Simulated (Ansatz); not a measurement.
## Al2ZnO4, a database entry at a rescaled volume

```
Zn Al O
1.0
     0.00000    4.02897    4.02897
     4.02897    0.00000    4.02897
     4.02897    4.02897    0.00000
Zn Al O
2 4 8
Direct
  0.12500 0.12500 0.12500
  0.87500 0.87500 0.87500
  0.50000 0.50000 0.50000
  0.00000 0.50000 0.50000
  0.50000 0.50000 0.00000
  0.50000 0.00000 0.50000
  0.26410 0.26410 0.26410
  0.29230 0.73590 0.73590
  0.26410 0.26410 0.70770
  0.73590 0.29230 0.73590
  0.70770 0.26410 0.26410
  0.73590 0.73590 0.73590
  0.26410 0.70770 0.26410
  0.73590 0.73590 0.29230
```

Method: PBE, no spin polarisation; PAW, plane waves to 420 eV, 6×6×6 Γ-centred mesh, fermi-dirac occupations (width 0.1 eV) (Ansatz 0.2.0), atoms fixed.

**Question.** Which atom feels the largest force, and which way?

**Answer.** The largest is on O8 (and as large on other atoms): 0.09 eV/Å, components (0.05, -0.05, -0.05). It makes 120° with the line to a nearest neighbour, Al3 at 1.91 Å.

**Question.** Is the cell too large or too small?

**Answer.** The pressure is 8.8 GPa (compression positive), so with the atoms held at these fractions the cell would first expand.

**Question.** What do density and ELF say about some of the short contacts?

**Answer.** Zn–O at 1.94 Å: least valence density 0.63 e/Å³ and ELF 0.20 there. Al–O at 1.91 Å is left out, since its least density falls inside a PAW sphere. These are pseudo-fields; inside the PAW spheres they differ from the all-electron ones.

**Question.** Which orbitals make up the band edges?

**Answer.** Within 0.7 eV of the edges, the states project mainly on O p (81 %) and Zn d (16 %) below the gap and on Zn s (38 %), O s (31 %) and Al s (16 %) above it.

**Question.** Is there a gap, and of what kind?

**Answer.** The gap is 4.17 eV, direct at the points sampled.

**Question.** Give the Bader charges.

**Answer.** Bader charges in e: Al +2.54, Zn +1.27, O -1.59. In the mean Al gives up most and O takes most.

**Question.** What is the formation energy?

**Answer.** -2.59 eV an atom against the elements' usual phases (free molecules for gases, crystals otherwise, with no correction for O₂ or N₂), so it is bound against them; other compounds may still compete. Relaxing would lower it.

Origin: a database entry at a rescaled volume.
